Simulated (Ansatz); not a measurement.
# PbSe in the zincblende structure

The computed numbers are results of PBEsol, scalar-relativistic (no spin polarisation) in the plane-wave PAW code Ansatz at 420 eV, Γ-centred 8×8×8 mesh. The datasets are Ansatz's generated set soft_2.

```
Pb Se
1.0
     0.00000    3.39224    3.39224
     3.39224    0.00000    3.39224
     3.39224    3.39224    0.00000
Pb Se
1 1
Direct
  0.00000 0.00000 0.00000
  0.25000 0.25000 0.25000
```

The start was a prototype's sites filled with these elements. The Crystallography Open Database lists the compound in space group Fm-3m (rock salt), so this is a trial structure.

(1) What is the static dielectric tensor, the lattice's part included?

(2) Give the Born effective charges (a third of the trace, site by site).

(3) Where do the optical modes lie for q → 0 along (0.00, 1.00, 0.00), with the long-range field?

Answers:

(1) 12.05 (isotropic)

(2) Pb 2.20; Se -2.20 e.

(3) 123 (×2), 146 cm⁻¹.

An ε∞ of 8.52 means a refractive index of √ε∞ = 2.92 below the gap, far above the lattice modes.

With one infrared-active mode the Lyddane–Sachs–Teller relation ties the modes to the static constant, ε0 = 12.05, which is built from the same mode and Born charges: ω_LO = ω_TO √(ε0/ε∞) = 123.2 × √(12.05/8.52) = 146 cm⁻¹, and the run has a mode at 146 cm⁻¹.

The mean Born charge of Pb is 2.20 against a formal +2. It exceeds the formal charge because moving the ion changes its mixing with the anions' p states, and electrons flow along the bond.

These numbers lack spin–orbit coupling.
